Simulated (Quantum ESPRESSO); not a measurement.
## WS2 under changes of volume

One of the cells (49.592 Å³/atom); the others are scaled copies at fixed shape and fractional positions:

```
CELL_PARAMETERS angstrom
3.18352 0.00000 0.00000
-1.59176 2.75701 0.00000
0.00000 0.00000 16.95058
ATOMIC_POSITIONS crystal
W 0.00000 0.00000 0.00000
S 0.33333 0.66667 0.09200
S 0.33333 0.66667 0.90800
```

- Program: Quantum ESPRESSO 7.5
- Functional: PBEsol
- Potentials or basis: GBRV 1.5 PBEsol
- Cutoff: 762 eV
- Density cutoff: 6095 eV
- k mesh: 10 × 10 × 2
- Occupations: fermi-dirac, width 0.05 eV
- Spin: no spin polarisation

| volume (Å³/atom) | energy over the lowest point (meV/atom) | gap on the mesh (eV) |
| --- | --- | --- |
| 46.616 | 19.22 | 2.17 |
| 47.608 | 5.24 | 2.10 |
| 48.600 | 0.00 | 2.04 |
| 49.592 | 2.58 | 1.98 |
| 50.583 | 12.17 | 1.93 |
| 51.575 | ? | ? |
| 52.567 | 49.57 | 1.82 |

**Question.** What does the run at 51.575 Å³/atom give?

**Answer.** Energy over the lowest point 28.06 meV/atom; gap on the mesh 1.87 eV.

Worked out: A Birch-Murnaghan fit of order 3 (a polynomial in V^(-2/3)) to the other rows has its minimum at 48.75 Å³/atom with B0 = V·E''(V) = 61 GPa and B' = 4.4 at fixed shape and positions, which overstates the stiffness. It gives 28.05 meV/atom at 51.575 Å³/atom, against the run's 28.06. A straight line through the other rows of the gap, of slope -2.88 eV per unit of ln V, gives 1.87 eV, against the run's 1.87.

Energies are extrapolated to zero smearing.

Caveats: spin-orbit coupling is left out, which moves the levels of the heavy elements.

A mesh can miss the band edges.
